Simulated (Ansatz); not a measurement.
## LiF (zincblende) under strain

Zincblende LiF, relaxed with r2SCAN in Ansatz. The symmetry is F-43m (No. 216, cubic); conventional cell a = 4.289 Å, 9.86 Å³ an atom. Around Li lie 4 F at 1.86 Å; around F lie 4 Li at 1.86 Å.

The axes x, y and z are those of this cell:
```
CELL_PARAMETERS angstrom
0.00000 2.14461 2.14461
2.14461 0.00000 2.14461
2.14461 2.14461 0.00000
ATOMIC_POSITIONS crystal
Li 0.00000 0.00000 0.00000
F 0.25000 0.25000 0.25000
```

Unstrained: With PBE the gap is 7.930 eV and direct, at Γ. r2SCAN gives a direct gap of 8.663 eV at Γ. The HSE06 gap is direct at Γ: 10.111 eV. Meshes: PBE 10×10×10, r2SCAN 10×10×10, HSE06 8×8×8. Strains are changes of length per length. After each strain the atoms were relaxed again with r2SCAN within the symmetry that the strain leaves, so tilts or polar shifts that break it weren't tested; points keep the names that they have in the unstrained zone. Values at 0 K without nuclear motion; spin polarisation is off, and the phase may be a hypothetical one.

Changes of the least gap in eV (an overlap counts as a negative gap):

| strain | volume change (%) | space group | PBE | r2SCAN | HSE06 | energy rise, r2SCAN (meV/atom) |
| --- | --- | --- | --- | --- | --- | --- |
| uniaxial +5.67 % along x | +5.7 | I-4m2 | -0.335 | -0.347 | -0.363 | 6.7 |
| uniaxial -1.05 % along z | -1.1 | I-4m2 | +0.046 | +0.050 | +0.052 | 0.3 |
| epitaxial -2.04 % in the xy plane, free normal strain +2.88 % | -1.3 | I-4m2 | +0.037 | +0.040 | +0.042 | 1.4 |

Uniaxial +5.67 % along x, other directions held. HSE06: the gap goes from 10.111 to 9.748 eV (-0.363 eV); with r2SCAN the top three valence levels at Γ, degenerate before, become 2+1 from the top over 99 meV. Stress change with r2SCAN, compression positive: xx -3.91, yy -2.46, zz -2.46 GPa.

Uniaxial -1.05 % along z, other directions held. HSE06: the gap goes from 10.111 to 10.163 eV (+0.052 eV); with r2SCAN the top three valence levels at Γ, degenerate before, become 1+2 from the top over 17 meV. Stress change with r2SCAN, compression positive: xx +0.57, yy +0.57, zz +0.75 GPa.

Epitaxial -2.04 % in the xy plane, free normal strain +2.88 %. HSE06: the gap goes from 10.111 to 10.153 eV (+0.042 eV); with r2SCAN the top three valence levels at Γ, degenerate before, become 2+1 from the top over 93 meV. Stress change with r2SCAN, compression positive: xx +1.09, yy +1.09, zz -0.04 GPa.

The meshes of the hybrids are coarse, so their gaps aren't converged to the digits shown.

The splittings at Γ are without spin-orbit coupling, which regroups them where it is of like size or larger.
